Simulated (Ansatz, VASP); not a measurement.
# Sn: VASP beside Ansatz

File INCAR:

```
ALGO = Fast
EDIFF = 1E-7
ENCUT = 520
GGA = PS
ISIF = 2
ISMEAR = 0
LASPH = T
LCHARG = F
LREAL = F
LWAVE = F
NBANDS = 13
NELM = 80
PREC = Accurate
SIGMA = 0.15
```

KPOINTS

```
k-points
0
Gamma
  18 18 18
```

The input POSCAR:

```
Sn
1.0
   -1.8946518192      1.8946518192      1.7525529328
    1.8946518192     -1.8946518192      1.7525529328
    1.8946518192      1.8946518192     -1.7525529328
Sn
1
Direct
    0.0000000000      0.0000000000      0.0000000000
```

Input for Ansatz:

```yaml
crystal:
  lattice:
    - [-1.8946518192, 1.8946518192, 1.7525529328]
    - [1.8946518192, -1.8946518192, 1.7525529328]
    - [1.8946518192, 1.8946518192, -1.7525529328]
  atoms:
    - { symbol: Sn, position: [0.0, 0.0, 0.0] }
basis:
  ecutwfc: 420
kpoints:
  mp_grid: { grid: [18, 18, 18] }
hamiltonian:
  xc: pbesol
scf:
  occupations: { method: gaussian, width: 0.15 }
output:
  forces: true
  stress: true
  eigenvalues: true
```

Change from the starting cell: strain -0.0750 x Voigt [0, 0, 1, 0, 0, 0], atoms carried along.

Alike in both runs: task single point; functional PBEsol; k mesh 18 × 18 × 18; occupations gaussian, width 0.15 eV; no spin polarisation.

```csv
,VASP,Ansatz
version,VASP 6.6.1,Ansatz 0.2.0
potentials or method,"VASP PAW PBE potentials, release 64 (Sn_d)","scalar-relativistic, plane waves, PAW"
plane-wave cutoff (eV),520,420
valence electrons in the cell,14,14
```

```csv
,VASP,Ansatz,Ansatz less VASP
gap on the k mesh at the Fermi level (eV),none,none,-
pressure (GPa),2.4,2.5,+0.03
largest component of the traceless stress (GPa),0.40,0.39,-0.004
```

A gap of «none» marks a metal or a gap that the smearing closes. With one functional, cell and mesh, what is left measures potentials, basis and numerics.

Caveats: the PAW data sets were made with another functional, which shifts forces and pressure a little (VASP).
